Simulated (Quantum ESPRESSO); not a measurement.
**C: phonons with LDA**

C:

```
C
1.0
     0.00000    1.78337    1.78337
     1.78337    0.00000    1.78337
     1.78337    1.78337    0.00000
C
2
Direct
  0.75000 0.75000 0.75000
  0.50000 0.50000 0.50000
```

This isn't the form of C at room conditions, which is graphite.

* Program: Quantum ESPRESSO 7.5
* Task: phonons
* Functional: LDA
* Potentials or basis: GBRV 1.5 LDA
* Cutoff: 612 eV
* Density cutoff: 4898 eV
* k mesh: 13 × 13 × 13
* Occupations: cold, width 0.2 eV
* Spin: no spin polarisation
* Form of the LDA correlation: PZ81
* Mixing beta: 0.5
* Most SCF iterations: 120
* SCF threshold: 4e-10 Ry

```yaml
Relaxed_volume: 5.51 Å³/atom
Relaxed_cell: a = 2.498 Å, b = 2.498 Å, c = 2.498 Å, α = 60.00°, β = 60.00°, γ = 60.00°
Space_group_after_relaxing_to_0.05_Å: Fd-3m (No. 227)
Pressure_after_relaxing: 0.0 GPa
Band_gap_on_the_k_mesh: 4.19 eV, indirect (least direct gap 5.62 eV)
Electronic_dielectric_tensor_diagonal: 5.76
Born_charges_mean_of_the_diagonal: C -0.00 e
Highest_phonon_frequency_at_Γ: 1323 cm⁻¹
Static_dielectric_tensor_diagonal: 5.76
```

The path:
| step | energy change (eV) | largest force (eV/Å) | pressure (GPa) | volume (Å³) |
| --- | --- | --- | --- | --- |
| 1 | 0.0000 | 0.0000 | -12.93 | 11.34 |
| 2 | 0.0095 | 0.0000 | 18.60 | 10.61 |
| 3 | -0.0134 | 0.0000 | -0.32 | 11.02 |
| 4 | -0.0134 | 0.0000 | 0.01 | 11.02 |

Final structure:
```yaml
crystal:
  lattice:
    - [0.00000, 1.76604, 1.76604]
    - [1.76604, 0.00000, 1.76604]
    - [1.76604, 1.76604, 0.00000]
  atoms:
    - { symbol: C, position: [0.75000, 0.75000, 0.75000] }
    - { symbol: C, position: [0.50000, 0.50000, 0.50000] }
```

Levels at points of the mesh, in eV from the valence-band top:
```csv
k point,band 1,band 2,band 3,band 4,band 5,band 6,band 7,band 8,band 9
"(0.00, 0.00, 0.00)",-21.70,0.00,0.00,0.00,5.62,5.62,5.62,14.23,19.40
```

Phonon frequencies in cm⁻¹ (negative: imaginary):
| q point | frequencies |
| --- | --- |
| (0.000, 0.000, 0.000) | -8 -8 -8 1323 1323 1323 |

Electronic dielectric tensor:
```
5.76 0.00 0.00
0.00 5.76 0.00
0.00 0.00 5.76
```

Born effective charge tensors (e):
atom 1, C
```
0.00 0.00 0.00
0.00 0.00 0.00
0.00 0.00 0.00
```
atom 2, C
```
0.00 0.00 0.00
0.00 0.00 0.00
0.00 0.00 0.00
```

Optical modes at Γ, degenerate ones joined, polar ones without the macroscopic field:
```csv
cm⁻¹,components,symmetry,active in,"IR intensity, summed ((D/Å)²/amu)"
1323,3,T2g,Raman,0.00
```

Static dielectric tensor, electrons and zone-centre modes:
```
5.76 0.00 0.00
0.00 5.76 0.00
0.00 0.00 5.76
```

Run time: 58 s on 1 thread of Arm Neoverse V2 (shared host), peak memory 0.05 GiB.

Caveat: this smearing can shift energies of a crystal with a gap; on a mesh that holds Γ this program's dielectric tensor can be off by some percent beyond the error of the mesh; an odd mesh through Γ misses points on the zone boundary, where band edges often lie.
